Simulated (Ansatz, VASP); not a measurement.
Mg: VASP beside Ansatz

```
Mg
1.0
     3.13843    0.00000    0.00000
    -1.56922    2.71796    0.00000
     0.00000    0.00000    5.08996
Mg
2
Direct
  0.33333 0.66667 0.25000
  0.66667 0.33333 0.75000
```

Alike in both runs: functional PBE; dispersion D3(BJ); k mesh 21 × 21 × 12; occupations methfessel-paxton of order 1, width 0.1 eV; no spin polarisation.

Ansatz relaxed the structure, and its values are those at the end. VASP's run is a single point on that final structure, the one shown.

|  | VASP | Ansatz |
| --- | --- | --- |
| version | VASP 6.6.1 | Ansatz 0.2.0 |
| potentials or method | VASP PAW PBE potentials, release 64 (Mg) | scalar-relativistic, plane waves, PAW |
| plane-wave cutoff (eV) | 520 | 420 |
| valence electrons in the cell | 4 | 20 |

|  | VASP | Ansatz | Ansatz less VASP |
| --- | --- | --- | --- |
| gap on the k mesh at the Fermi level (eV) | none | none | - |
| pressure (GPa) | -0.1 | 0.0 | +0.12 |
| dispersion energy (meV/atom) | -299.8 | -299.8 | -0.08 |

A gap of «none» marks a metal or a gap that the smearing closes. The two sets of potentials don't hold the same shells in valence.

Caveats: pairwise dispersion overbinds metals, which lowers pressure and volume.
